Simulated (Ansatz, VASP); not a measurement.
**Two plane-wave programs on SrTiO3**

```
Sr Ti O
1.0
     3.66701    0.00000    0.00000
     0.00000    3.66701    0.00000
     0.00000    0.00000    3.66701
Sr Ti O
1 1 3
Direct
  0.00000 0.00000 0.00000
  0.50000 0.50000 0.50000
  0.50000 0.00000 0.50000
  0.50000 0.50000 0.00000
  0.00000 0.50000 0.50000
```

Alike in both runs: functional PBE; k mesh 8 × 8 × 8; occupations gaussian, width 0.02 eV; no spin polarisation; Hubbard terms Ti d U = 4.0 eV.

Ansatz relaxed the structure, and its values are those at the end. VASP's run is a single point on that final structure, the one shown.

|  | VASP | Ansatz |
| --- | --- | --- |
| version | VASP 6.6.1 | Ansatz 0.2.0 |
| potentials or method | VASP PAW PBE potentials, release 64 (Sr_sv, Ti_sv, O) | scalar-relativistic, plane waves, PAW |
| plane-wave cutoff (eV) | 520 | 420 |
| valence electrons in the cell | 40 | 40 |

|  | VASP | Ansatz | Ansatz less VASP |
| --- | --- | --- | --- |
| gap on the k mesh at the Fermi level (eV) | 2.75 | 2.77 | +0.014 |
| least direct gap on the mesh (eV) | 3.00 | 2.99 | -0.006 |

The programs project onto different local orbitals, so the same U acts differently.

 A k mesh can miss the band edges.
